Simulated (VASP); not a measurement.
A run of VASP 6.6.1 is set up as follows.

File INCAR:

```
SYSTEM = K3HO
ALGO = Fast
EDIFF = 1E-7
ENCUT = 520
GGA = PE
ISIF = 2
ISMEAR = 0
LASPH = .TRUE.
LCHARG = .FALSE.
LREAL = .FALSE.
LWAVE = .FALSE.
NBANDS = 25
NELM = 60
PREC = Accurate
SIGMA = 0.05
```

KPOINTS

```
k-points
0
G
  4 4 4
  0 0 0
```

Contents of POSCAR:

```
K3HO
1.0
    5.5600000000      0.0000000000      0.0000000000
    0.0000000000      5.5600000000      0.0000000000
    0.0000000000      0.0000000000      5.5600000000
H O K
1 1 3
Direct
    0.0000000000      0.0000000000      0.0000000000
    0.5000000000      0.5000000000      0.5000000000
    0.5000000000      0.5000000000      0.0000000000
    0.5000000000      0.0000000000      0.5000000000
    0.0000000000      0.5000000000      0.5000000000
```

Potentials or basis: VASP PAW PBE potentials, release 64 (H, O, K_sv).

Run with:

```console
$ cat potpaw_PBE.64/H/POTCAR potpaw_PBE.64/O/POTCAR potpaw_PBE.64/K_sv/POTCAR > POTCAR
$ mpirun -np 1 vasp_std > vasp.out
```

Task: Estimate the pressure.

Result: -2.4 GPa.

Task: Estimate the band gap on the k mesh.

Result: 1.53 eV, indirect (least direct gap 1.58 eV).

A k mesh can miss the band edges. As with any semilocal functional, this PBE gap is likely too small.
